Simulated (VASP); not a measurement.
Runs of VASP 6.6.1 on GaN. Symmetry: P6_3mc, No. 186, hexagonal system. The conventional cell has a = 3.180 Å, b = 3.180 Å, c = 5.166 Å, α = 90.00°, β = 90.00°, γ = 120.00°. Around Ga (site symmetry 3m) lie 4 N at 1.94 to 1.95 Å. Around N (site symmetry 3m) lie 4 Ga at 1.94 to 1.95 Å. 

```csv
level,potentials or basis,spin,k mesh,grid for exact exchange (PRECFOCK),screening parameter,gap on the mesh (eV),pressure (GPa),largest force (eV/Å)
PBEsol,"VASP PAW PBE potentials, release 64 (Ga_d, N)",off,8 × 8 × 5,-,-,(b),0.8,0.13
LDA,"VASP PAW LDA potentials, release 64 (Ga_d, N)",off,8 × 8 × 5,-,-,1.99,(c),0.13
PBEsol,"VASP PAW PBE potentials, release 64 (Ga_d, N)","SOC, no magnetisation",8 × 8 × 5,-,-,-,0.8,0.13
r2SCAN,"VASP PAW PBE potentials, release 64 (Ga_d, N)",off,8 × 8 × 5,-,-,2.38,(a),0.14
HSE06,"VASP PAW PBE potentials, release 64 (Ga_d, N)",off,6 × 6 × 4,Fast,0.2 1/A,3.27,0.9,0.15
```

Alike in all rows: task single point; cell as given; cutoff (eV) 520; smearing fermi-dirac 0.02 eV.

Question: Estimate the missing entries.

Answer: (a) 2.2; (b) 1.93; (c) -3.5.

Caveats: the PAW data sets were made with another functional, which shifts forces and pressure a little (some runs).

A k mesh can miss the band edges, and rows without SOC leave out spin-orbit coupling on Ga.

Runs at the PBE level aren't shown here.
